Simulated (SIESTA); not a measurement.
# WC (Qusongite) in SIESTA: the effect of strain zz

Crystal: WC (Qusongite).

```
W C
1.0
     2.90650    0.00000    0.00000
    -1.45325    2.51710    0.00000
     0.00000    0.00000    2.72314
W C
1 1
Direct
  0.00000 0.00000 0.00000
  0.66667 0.33333 0.50000
```

The cell isn't the ideal one: cell strained along z.

Alike in all runs:

```yaml
Program: SIESTA 5.4.2
Task: band structure
Functional: PBEsol
Potentials_or_basis: PseudoDojo 0.4 standard (PBEsol files)
Basis: DZP (energy shift 0.003 Ry; two zetas on semicore shells)
Grid_cutoff: 800 Ry
Energy_shift: 0.003 Ry
k_mesh: 10 × 10 × 9
Occupations: fermi-dirac, width 0.05 eV
Spin: no spin polarisation
```

```csv
strain zz,pressure (GPa)
-0.04,23.8
-0.02,12.5
0,2.7
0.02,-6.0
0.04,?
```

Q: What does the run with strain zz 0.04 give?

A: Pressure -13.4 GPa.

Worked out: A parabola through the other rows of the pressure, of slope -333 GPa per unit of strain zz there, extrapolates to -13.3 GPa, against the run's -13.4.

Caveats: short orbitals over semicore shells can move pressures by several GPa; the basis of atomic orbitals isn't converged, which shifts pressures, moduli and gaps.
